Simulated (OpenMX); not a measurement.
MoS2: single point with PBE

Crystal: MoS2.

```xyz
3
Lattice="3.2275 0.0000 0.0000 -1.6137 2.7951 0.0000 0.0000 0.0000 6.3125" Properties=species:S:1:pos:R:3 pbc="T T T"
Mo    0.0102   -0.0511    3.1518
S     1.5961    0.9007    4.7232
S    -0.0311    1.9199    1.5943
```

The cell comes from a database or a generator and needn't be the stable form of this composition.

The cell isn't the ideal one: atoms moved at random, drawn with an rms of 0.05 Å.

```
Program             : OpenMX 3.8.5
Task                : single point
Functional          : PBE
Potentials or basis : OpenMX 2013 PBE set, Mo7.0-s3p2d2, S7.0-s2p2d1f1, grid cutoff 400 Ry
k mesh              : 9 × 9 × 5
Occupations         : fermi-dirac, width 0.05 eV
Spin                : no spin polarisation
```

```json
{
  "Pressure": "2.4 GPa",
  "Largest force": "0.886 eV/Å",
  "Band gap on the k mesh": "none (metal or under the smearing width)",
  "Mulliken charges": "Mo +0.48; S -0.24 e"
}
```

Forces on the atoms (eV/Å):
```
Mo  -0.292  0.428  0.296
S    0.061  0.138  0.349
S    0.235 -0.562 -0.643
```

Levels at points of the mesh, in eV from the Fermi level:
| k point | band 10 | band 11 | band 12 | band 13 | band 14 | band 15 | band 16 | band 17 |
| --- | --- | --- | --- | --- | --- | --- | --- | --- |
| (0.00, 0.00, 0.00) | -1.76 | -1.23 | -1.10 | -1.02 | -0.13 | -0.06 | 2.91 | 3.19 |

It took 3.2 min on 1 thread of Intel(R) Xeon(R) 6975P-C (Granite Rapids), with other jobs on the host, peak memory 0.94 GiB.

Caveat: Mulliken charges move with the basis; the basis of atomic orbitals isn't converged, which shifts pressures, moduli and gaps.
